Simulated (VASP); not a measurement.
CoO:

```
Co O
1.0
     1.60222    0.92504    2.56647
    -1.60222    0.92504    2.56647
     0.00000   -1.85008    2.56647
Co O
1 1
Direct
  0.99898 0.99898 0.99898
  0.75102 0.75102 0.75102
```

Measurements of this composition are mostly on another form, of space group No. 225.

| Property | Result |
| --- | --- |
| Program | VASP 6.6.1 |
| Task | relaxation of cell and atoms |
| Functional | PBEsol |
| Potentials or basis | VASP PAW PBE potentials, release 64 (Co, O) |
| Cutoff | 600 eV |
| k mesh | 8 × 8 × 8 |
| Occupations | fermi-dirac, width 0.05 eV |
| Spin | collinear spin, ferromagnetic start |
| Starting moments | [2.0, 0.0] μB |

At the start: pressure -8.3 GPa; volume 11.41 Å³/atom.

**Question.** How do energy, volume and symmetry change on relaxing?

**Answer.** Over 9 steps the energy falls by 34.4 meV/atom and the volume is 10.21 Å³/atom (-10.5 %); space group F-43m (No. 216, to 0.05 Å); moment 1.73 μB per cell.

The path:
```csv
step,energy change (eV),largest force (eV/Å),pressure (GPa),volume (Å³)
1,0.0000,0.2139,-8.25,22.82
2,-0.0631,0.0166,-3.03,20.93
3,-0.0647,0.2101,2.48,20.17
4,-0.0677,0.1025,-1.05,20.56
5,-0.0679,0.1253,-0.40,20.47
6,-0.0684,0.0545,0.81,20.34
7,-0.0687,0.0187,0.41,20.39
8,-0.0687,0.0151,-0.15,20.46
9,-0.0687,0.0022,-0.01,20.42
```

Final structure:
```yaml
crystal:
  lattice:
    - [1.53467, 0.88604, 2.50339]
    - [-1.53467, 0.88604, 2.50339]
    - [0.00000, -1.77209, 2.50339]
  atoms:
    - { symbol: Co, position: [0.00009, 0.00009, 0.00009] }
    - { symbol: O, position: [0.74991, 0.74991, 0.74991] }
```

Caveat: the PAW data sets were made with another functional, which shifts forces and pressure a little; a cell with one magnetic atom can't hold antiferromagnetic order, which such compounds often take.
